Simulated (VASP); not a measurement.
Pb, 1 atom in the cell. The structure is cubic, space group Fm-3m (No. 225). Conventional cell: a = 4.950 Å, b = 4.950 Å, c = 4.950 Å, α = 90.00°, β = 90.00°, γ = 90.00°. Pb (site symmetry m-3m) has 12 Pb at 3.50 Å as nearest neighbours. 

| Property | Result |
| --- | --- |
| Program | VASP 6.6.1 |
| Task | single point |
| Functional | PBE |
| Potentials or basis | VASP PAW PBE potentials, release 64 (Pb_d) |
| Cutoff | 520 eV |
| k mesh | 9 × 9 × 9 |
| Occupations | gaussian, width 0.026 eV |
| Spin | no spin polarisation |
| Further INCAR settings | ALGO = Normal; EDIFF = 1e-06; NBANDS = 13 |

Potentials or basis: VASP PAW PBE potentials, release 64 (Pb_d).

The run is started by

```console
$ cat potpaw_PBE.64/Pb_d/POTCAR > POTCAR
$ mpirun -np 1 vasp_std > vasp.out
```

Hardware: 1 thread of Intel(R) Xeon(R) Platinum 8488C (Sapphire Rapids) (shared host).

**Question.** Estimate the wall time of this run.

**Answer.** Run time: 8.3 s on 1 thread of Intel(R) Xeon(R) Platinum 8488C (Sapphire Rapids), with other jobs on the host, peak memory 0.15 GiB. Counts: scf iterations 10, k points 35.
